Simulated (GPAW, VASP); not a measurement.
Given: the input of a run of GPAW 26.7.0 (ASE script) on Pb (Lead). 

The input run.py:

```python
from ase.dft.bandgap import bandgap
from ase.io import read, write
from ase.units import Bohr, GPa
from gpaw import GPAW, PW
from gpaw.elf import elf_from_dft_calculation

atoms = read('POSCAR')

calc = GPAW(mode=PW(600),
            xc='PBE',
            kpts={'size': (9, 9, 9), 'gamma': True},
            occupations={'name': 'methfessel-paxton', 'order': 0, 'width': 0.013000000000000001},
            nbands=14,
            convergence={'density': 1e-05, 'energy': 1e-05},
            maxiter=150,
            txt='gpaw.txt')
atoms.calc = calc
energy = atoms.get_potential_energy()
forces = atoms.get_forces()
stress = atoms.get_stress()
calc.write('gs.gpw')
write('result.traj', atoms)
print(f'Energy: {energy:.6f} eV')
print('Forces (eV/A):')
print(forces.round(4))
print('Stress (GPa):', (stress / GPa).round(3))
print('Fermi level:', round(calc.get_fermi_level(), 4), 'eV')
print(f'Gap: {bandgap(calc)[0]:.4f} eV, direct: {bandgap(calc, direct=True)[0]:.4f} eV')

# fields on the real-space grid
write('density.cube', atoms, data=calc.get_pseudo_density() * Bohr**3)
write('potential.cube', atoms, data=calc.get_electrostatic_potential())
write('elf.cube', atoms, data=elf_from_dft_calculation(calc).data)
```

Contents of POSCAR:

```
Pb
1.0
    0.0000000000      2.4750200000      2.4750200000
    2.4750200000      0.0000000000      2.4750200000
    2.4750200000      2.4750200000      0.0000000000
Pb
1
Direct
    0.0000000000      0.0000000000      0.0000000000
```

Potentials or basis: GPAW PAW data sets (gpaw-data 1.2.1), pw.

The run is started by

```sh
$ OMP_NUM_THREADS=1 python run.py
```

**Question.** What does the same run look like in VASP 6.6.1? Potentials or basis there: PBE PAW files Pb_d, 520 eV.

**Answer.** As run (cutoffs and basis follow the program's own potentials, and thresholds, step limits or extra output files can differ):

The input INCAR:

```
SYSTEM = Pb
  ALGO = Fast
  EDIFF = 1E-6
  ENCUT = 520
  GGA = PE
  ISIF = 2
  ISMEAR = 0
  LASPH = .True.
  LCHARG = .False.
  LREAL = .False.
  LWAVE = .False.
  NELM = 80
  PREC = Accurate
  SIGMA = 0.013000000000000001
```

Contents of KPOINTS:

```
k-points
0
Gamma
  9 9 9
  0 0 0
```

Contents of POSCAR:

```
Pb
1.0
    0.0000000000      2.4750200000      2.4750200000
    2.4750200000      0.0000000000      2.4750200000
    2.4750200000      2.4750200000      0.0000000000
Pb
1
Direct
    0.0000000000      0.0000000000      0.0000000000
```

Potentials or basis: VASP PAW PBE potentials, release 64 (Pb_d).

Command:

```console
$ cat potpaw_PBE.64/Pb_d/POTCAR > POTCAR
$ mpirun -np 1 vasp_std > vasp.out
```

Both were run:

|  | GPAW | VASP |
| --- | --- | --- |
| Pressure | 2.0 GPa | 2.2 GPa |

Pressure is positive in compression.
